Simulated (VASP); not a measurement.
Input of a VASP 6.6.1 run:

The input INCAR:

```
SYSTEM = PbSe
PREC = Accurate
ENCUT = 600
EDIFF = 1E-7
ISMEAR = 0
SIGMA = 0.03
LREAL = .FALSE.
LASPH = .TRUE.
NELM = 80
ALGO = Normal
ISIF = 3
LWAVE = .FALSE.
LCHARG = .FALSE.
GGA = PS
IBRION = 2
NSW = 90
EDIFFG = -0.005
```

KPOINTS

```
regular mesh
0
G
  8 8 8
  0 0 0
```

File POSCAR:

```
PbSe                                    
1.0
    0.0000000000      3.0519897379      3.0519897379
    3.0519897379      0.0000000000      3.0519897379
    3.0519897379      3.0519897379      0.0000000000
  Pb              Se            
     1     1
Direct
     0.0000000000000000    0.0000000000000000    0.0000000000000000
     0.5000000000000000    0.5000000000000000    0.5000000000000000
```

Potentials or basis: VASP PAW PBE potentials, release 64 (Pb_d, Se).

Run with:

```sh
$ cat potpaw_PBE.64/Pb_d/POTCAR potpaw_PBE.64/Se/POTCAR > POTCAR
$ mpirun -np 1 vasp_std > vasp.out
```

**Question.** Estimate the band gap on the k mesh.

**Answer.** 0.17 eV, direct.

Final structure:
```yaml
crystal:
  lattice:
    - [0.00000, 3.05199, 3.05199]
    - [3.05199, 0.00000, 3.05199]
    - [3.05199, 3.05199, 0.00000]
  atoms:
    - { symbol: Pb, position: [0.00000, 0.00000, 0.00000] }
    - { symbol: Se, position: [0.50000, 0.50000, 0.50000] }
```

Caveat: the relaxation stopped at its first step, so nothing moved; spin-orbit coupling is left out, which as a rule narrows the gap of such compounds by several tenths of an eV. A k mesh can miss the band edges.
